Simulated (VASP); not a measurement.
**P: single point with PBE**

The system is P.

```xyz
2
Lattice="1.7257 0.9963 3.1297 -1.7257 0.9963 3.1297 0.0000 -1.9927 3.1297" Properties=species:S:1:pos:R:3 pbc="T T T"
P     0.0000    0.0000    7.2570
P     0.0000    0.0000    2.1321
```

This isn't the form of P at room conditions, which is orthorhombic.

* Program: VASP 6.6.1
* Task: single point
* Functional: PBE
* Potentials or basis: VASP PAW PBE potentials, release 64 (P)
* Cutoff: 500 eV
* k mesh: 9 × 9 × 9
* Occupations: gaussian, width 0.02 eV
* Spin: no spin polarisation

- Pressure: 1.5 GPa
- Largest force: 0.182 eV/Å
- Band gap on the k mesh: none (metal or under the smearing width)

Forces in eV/Å, atoms in the order of the input:
```
P    0.000  0.000 -0.182
P    0.000  0.000  0.182
```

Stress tensor (GPa, compression positive):
```
2.04 0.00 0.00
0.00 2.04 0.00
0.00 0.00 0.49
```

Levels at points of the mesh, in eV from the Fermi level:
```csv
k point,band 3,band 4,band 5,band 6,band 7,band 8
"(0.00, 0.00, 0.00)",-3.28,-3.03,-3.03,1.21,2.51,2.51
```

Wall time 17 s on 1 thread of AMD EPYC 9R45 (Zen 5), with other jobs on the host, peak memory 0.13 GiB.
